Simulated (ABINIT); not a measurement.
# InP (F-43m) in ABINIT: a series of runs

The runs below take InP through equation of state, band structure, with LDA-Teter, PW91, SOGGA.

Everything below comes from runs of ABINIT 10.8.3 (patched build). Logs are shortened: lines on timing, memory, paths and dates and some standing lists are left out, and cuts for length are marked. The log counts tension as positive stress, the text compression.

**Experimental background.**

From a printed reference work, data compilation, for a bulk crystal of InP: bulk modulus 71 GPa; band gap 1.4236 eV (direct) at 1.6 K.

How close the calculation comes is told below.

## 1. Starting point

The structure is cubic, space group F-43m (No. 216). The conventional cell has a = 5.861 Å, b = 5.861 Å, c = 5.861 Å, α = 90.00°, β = 90.00°, γ = 90.00°. In (site symmetry -43m) has 4 P at 2.54 Å as nearest neighbours. Around P (site symmetry -43m) lie 4 In at 2.54 Å.

## 2. Equation of state, LDA-Teter

run.abi

```
# Datasets: one volume each
ndtset 7
getwfk -1
scalecart1 3*0.9795861087
scalecart2 3*0.9864848297
scalecart3 3*0.9932883884
scalecart4 3*1.0000000000
scalecart5 3*1.0066227096
scalecart6 3*1.0131594038
scalecart7 3*1.0196128224

# Pseudopotentials
pp_dirpath "./"
pseudos "In.LDA_PW-JTH.xml, P.LDA_PW-JTH.xml"

# Structure
acell 4.1443528445 4.1443528445 4.1443528445 Angstrom
rprim
     0.0000000000     0.7071067812     0.7071067812
     0.7071067812     0.0000000000     0.7071067812
     0.7071067812     0.7071067812     0.0000000000
ntypat 2
znucl 49 15
natom 2
typat 1 2
xred
     0.0000000000     0.0000000000     0.0000000000
     0.7500000000     0.7500000000     0.7500000000

# Plane-wave basis
ecut 20.0
pawecutdg 40.0

# k points
kptopt 1
ngkpt 8 8 8
nshiftk 1
shiftk 0.0 0.0 0.0

# Exchange and correlation
ixc 1

# Bands and occupations
nband 13
occopt 3
tsmear 0.05 eV

# SCF cycle
nstep 100
tolvrs 1.0e-9

# Output
iomode 3
prtwf 1
prtden 0
prteig 0
prtebands 0
enunit 2
```

Potentials or basis: JTH PAW LDA v2.0.

Started as:

```console
> abinit run.abi > log 2>&1
```

run.abo:

```text
.Version 10.8.3 of ABINIT
 DATASET    1 : space group F-4 3 m (#216); Bravais cF (face-center cubic)
================================================================================
 Values of the parameters that define the memory need for DATASET  1.
     intxc =       0    ionmov =       0      iscf =      17    lmnmax =      18
     lnmax =       6     mgfft =      32  mpssoang =       3    mqgrid =    3001
     natom =       2  nloc_mem =       2    nspden =       1   nspinor =       1
    nsppol =       1      nsym =      24    n1xccc =       1    ntypat =       2
    occopt =       3   xclevel =       1
       mpw =        1384          nfft =       32768          nkpt =          29
 PAW method is used; the additional fine FFT grid is defined by:
   mgfftf=        45    nfftf =     91125
================================================================================
================================================================================
[... 71 lines left out ...]
 DATASET    7 : space group F-4 3 m (#216); Bravais cF (face-center cubic)
================================================================================
 Values of the parameters that define the memory need for DATASET  7.
     intxc =       0    ionmov =       0      iscf =      17    lmnmax =      18
     lnmax =       6     mgfft =      36  mpssoang =       3    mqgrid =    3001
     natom =       2  nloc_mem =       2    nspden =       1   nspinor =       1
    nsppol =       1      nsym =      24    n1xccc =       1    ntypat =       2
    occopt =       3   xclevel =       1
       mpw =        1556          nfft =       46656          nkpt =          29
 PAW method is used; the additional fine FFT grid is defined by:
   mgfftf=        48    nfftf =    110592
================================================================================
================================================================================

--------------------------------------------------------------------------------
------------- Echo of variables that govern the present computation ------------
--------------------------------------------------------------------------------
 -outvars: echo values of preprocessed input variables --------
            acell      7.8316918452E+00  7.8316918452E+00  7.8316918452E+00 Bohr
              amu      1.14820000E+02  3.09737620E+01
             ecut      2.00000000E+01 Hartree
           enunit           2
           getwfk          -1
           jdtset        1    2    3    4    5    6    7
         kptrlatt        8    0    0      0    8    0      0    0    8
          kptrlen1     6.13745323E+01
          kptrlen2     6.18067616E+01
          kptrlen3     6.22330286E+01
          kptrlen4     6.26535348E+01
          kptrlen5     6.30684709E+01
          kptrlen6     6.34780179E+01
          kptrlen7     6.38823474E+01
            natom           2
            nband          13
           ndtset           7
            ngfft1         32      32      32
            ngfft2         32      32      32
            ngfft3         32      32      32
            ngfft4         32      32      32
            ngfft5         32      32      32
            ngfft6         32      32      32
            ngfft7         36      36      36
          ngfftdg1         45      45      45
          ngfftdg2         45      45      45
          ngfftdg3         48      48      48
          ngfftdg4         48      48      48
          ngfftdg5         48      48      48
          ngfftdg6         48      48      48
          ngfftdg7         48      48      48
             nkpt          29
            nstep         100
             nsym          24
           ntypat           2
           occopt           3
        pawecutdg      4.00000000E+01 Hartree
           prtden           0
        prtebands           0
           prteig           0
            rprim1     0.0000000000E+00  6.9267198023E-01  6.9267198023E-01
                       6.9267198023E-01  0.0000000000E+00  6.9267198023E-01
                       6.9267198023E-01  6.9267198023E-01  0.0000000000E+00
[... 15 lines left out ...]
            rprim7     0.0000000000E+00  7.2097514092E-01  7.2097514092E-01
                       7.2097514092E-01  0.0000000000E+00  7.2097514092E-01
                       7.2097514092E-01  7.2097514092E-01  0.0000000000E+00
          spgroup         216
           tolvrs      1.00000000E-09
           tsmear      1.83746611E-03 Hartree
            typat      1  2
           useylm           1
           xangst1     0.0000000000E+00  0.0000000000E+00  0.0000000000E+00
                       4.3060156374E+00  4.3060156374E+00  4.3060156374E+00
           xangst2     0.0000000000E+00  0.0000000000E+00  0.0000000000E+00
                       4.3363406902E+00  4.3363406902E+00  4.3363406902E+00
           xangst3     0.0000000000E+00  0.0000000000E+00  0.0000000000E+00
                       4.3662474334E+00  4.3662474334E+00  4.3662474334E+00
           xangst4     0.0000000000E+00  0.0000000000E+00  0.0000000000E+00
                       4.3957500000E+00  4.3957500000E+00  4.3957500000E+00
           xangst5     0.0000000000E+00  0.0000000000E+00  0.0000000000E+00
                       4.4248617758E+00  4.4248617758E+00  4.4248617758E+00
           xangst6     0.0000000000E+00  0.0000000000E+00  0.0000000000E+00
                       4.4535954493E+00  4.4535954493E+00  4.4535954493E+00
           xangst7     0.0000000000E+00  0.0000000000E+00  0.0000000000E+00
                       4.4819630641E+00  4.4819630641E+00  4.4819630641E+00
            xcart1     0.0000000000E+00  0.0000000000E+00  0.0000000000E+00
                       8.1371902485E+00  8.1371902485E+00  8.1371902485E+00
            xcart2     0.0000000000E+00  0.0000000000E+00  0.0000000000E+00
                       8.1944962931E+00  8.1944962931E+00  8.1944962931E+00
            xcart3     0.0000000000E+00  0.0000000000E+00  0.0000000000E+00
                       8.2510118470E+00  8.2510118470E+00  8.2510118470E+00
            xcart4     0.0000000000E+00  0.0000000000E+00  0.0000000000E+00
                       8.3067636180E+00  8.3067636180E+00  8.3067636180E+00
            xcart5     0.0000000000E+00  0.0000000000E+00  0.0000000000E+00
                       8.3617769012E+00  8.3617769012E+00  8.3617769012E+00
            xcart6     0.0000000000E+00  0.0000000000E+00  0.0000000000E+00
                       8.4160756748E+00  8.4160756748E+00  8.4160756748E+00
            xcart7     0.0000000000E+00  0.0000000000E+00  0.0000000000E+00
                       8.4696826976E+00  8.4696826976E+00  8.4696826976E+00
             xred      0.0000000000E+00  0.0000000000E+00  0.0000000000E+00
                       7.5000000000E-01  7.5000000000E-01  7.5000000000E-01
            znucl       49.00000   15.00000

================================================================================

 chkinp: Checking input parameters for consistency, jdtset=   1.

 chkinp: Checking input parameters for consistency, jdtset=   2.
[... 40 lines left out ...]
 getcut: wavevector=  0.0000  0.0000  0.0000  ngfft=  45  45  45
         ecut(hartree)=     40.000   => boxcut(ratio)=   2.01446

--- Pseudopotential description ------------------------------------------------
- pspini: atom type   1  psp file is ./In.LDA_PW-JTH.xml
 Pseudopotential format is: paw10
 basis_size (lnmax)=  6 (lmn_size= 18), orbitals=   0   0   1   1   2   2
 Spheres core radius: rc_sph= 2.50644782
 Shapefunction is BESSEL type: shapef(r,l)=aa(1,l)*jl(q(1,l)*r)+aa(2,l)*jl(q(2,l)*r)
 Radius for shape functions =  1.40569481
 Compensation charge density is not taken into account in XC energy/potential

- pspini: atom type   2  psp file is ./P.LDA_PW-JTH.xml
 Pseudopotential format is: paw10
 basis_size (lnmax)=  4 (lmn_size=  8), orbitals=   0   0   1   1
 Spheres core radius: rc_sph= 1.60765221
 Shapefunction is SIN type: shapef(r)=[sin(pi*r/rshp)/(pi*r/rshp)]**2
 Radius for shape functions =  1.60765221
 Compensation charge density is not taken into account in XC energy/potential

   4.46325274E+02                                ecore*ucvol(ha*bohr**3)
--------------------------------------------------------------------------------

[... 1129 lines left out ...]
 getcut: wavevector=  0.0000  0.0000  0.0000  ngfft=  36  36  36
         ecut(hartree)=     20.000   => boxcut(ratio)=   2.23940

 getcut : COMMENT -
  Note that boxcut > 2.2 ; recall that boxcut=Gcut(box)/Gcut(sphere) = 2
  is sufficient for exact treatment of convolution.
  Such a large boxcut is a waste : you could raise ecut
  e.g. ecut=   25.074542 Hartrees makes boxcut=2

 Fine grid specifications (used for densities):

 getcut: wavevector=  0.0000  0.0000  0.0000  ngfft=  48  48  48
         ecut(hartree)=     40.000   => boxcut(ratio)=   2.11133
--------------------------------------------------------------------------------
[... 151 lines left out ...]
-Cartesian components of stress tensor (GPa)         [Pressure= -4.8645E+00 GPa]
- sigma(1 1)=  4.86445283E+00  sigma(3 2)=  0.00000000E+00
- sigma(2 2)=  4.86445283E+00  sigma(3 1)=  0.00000000E+00
- sigma(3 3)=  4.86445283E+00  sigma(2 1)=  0.00000000E+00

== END DATASET(S) ==============================================================
================================================================================

 -outvars: echo values of variables after computation  --------
            acell      7.8316918452E+00  7.8316918452E+00  7.8316918452E+00 Bohr
           etotal1    -6.4900314804E+01
           etotal2    -6.4900945569E+01
           etotal3    -6.4901184742E+01
           etotal4    -6.4901085989E+01
           etotal5    -6.4900697285E+01
           etotal6    -6.4900026151E+01
           etotal7    -6.4899120250E+01
            fcart1     1.5511219596E-30 -1.5511219596E-30  1.5511219596E-30
                      -1.5511219596E-30  1.5511219596E-30 -1.5511219596E-30
            fcart2    -7.7013729899E-31  3.8506864950E-31  0.0000000000E+00
                       7.7013729899E-31 -3.8506864950E-31  0.0000000000E+00
            fcart3     7.6486222039E-31  1.9121555510E-31 -1.1472933306E-30
                      -7.6486222039E-31 -1.9121555510E-31  1.1472933306E-30
            fcart4    -3.7986438112E-31  1.0543354554E-47  3.7986438112E-31
                       3.7986438112E-31 -1.0543354554E-47 -3.7986438112E-31
            fcart5    -0.0000000000E+00 -0.0000000000E+00 -0.0000000000E+00
                      -0.0000000000E+00 -0.0000000000E+00 -0.0000000000E+00
[... 38 lines left out ...]
                       0.0000000000E+00  0.0000000000E+00  0.0000000000E+00
           xangst1     0.0000000000E+00  0.0000000000E+00  0.0000000000E+00
                       4.3060156374E+00  4.3060156374E+00  4.3060156374E+00
           xangst2     0.0000000000E+00  0.0000000000E+00  0.0000000000E+00
                       4.3363406902E+00  4.3363406902E+00  4.3363406902E+00
           xangst3     0.0000000000E+00  0.0000000000E+00  0.0000000000E+00
                       4.3662474334E+00  4.3662474334E+00  4.3662474334E+00
           xangst4     0.0000000000E+00  0.0000000000E+00  0.0000000000E+00
                       4.3957500000E+00  4.3957500000E+00  4.3957500000E+00
           xangst5     0.0000000000E+00  0.0000000000E+00  0.0000000000E+00
                       4.4248617758E+00  4.4248617758E+00  4.4248617758E+00
           xangst6     0.0000000000E+00  0.0000000000E+00  0.0000000000E+00
                       4.4535954493E+00  4.4535954493E+00  4.4535954493E+00
           xangst7     0.0000000000E+00  0.0000000000E+00  0.0000000000E+00
                       4.4819630641E+00  4.4819630641E+00  4.4819630641E+00
             xred      0.0000000000E+00  0.0000000000E+00  0.0000000000E+00
                       7.5000000000E-01  7.5000000000E-01  7.5000000000E-01
 Calculation completed.
```

It took 80 s on 1 thread of Arm Neoverse V2, shared host; peak memory 0.14 GiB.

Results:

```yaml
Equilibrium_volume: 24.76 Å³/atom
Bulk_modulus: 71 GPa
Pressure_derivative_of_the_bulk_modulus: "4.7 (rough: it moves with the points fitted)"
```

Energy against volume, from the lowest point:
```
volume (Å³/atom)  energy (meV/atom)
          23.657              11.84
          24.160               3.25
          24.663               0.00
          25.167               1.34
          25.670               6.63
          26.173              15.76
          26.677              28.09
```

Caveat: the cutoff is too short for stress, so the log's stress isn't used; pressures at fixed basis lie under the slope of the energies.

(Continued in part 2 of 2.)
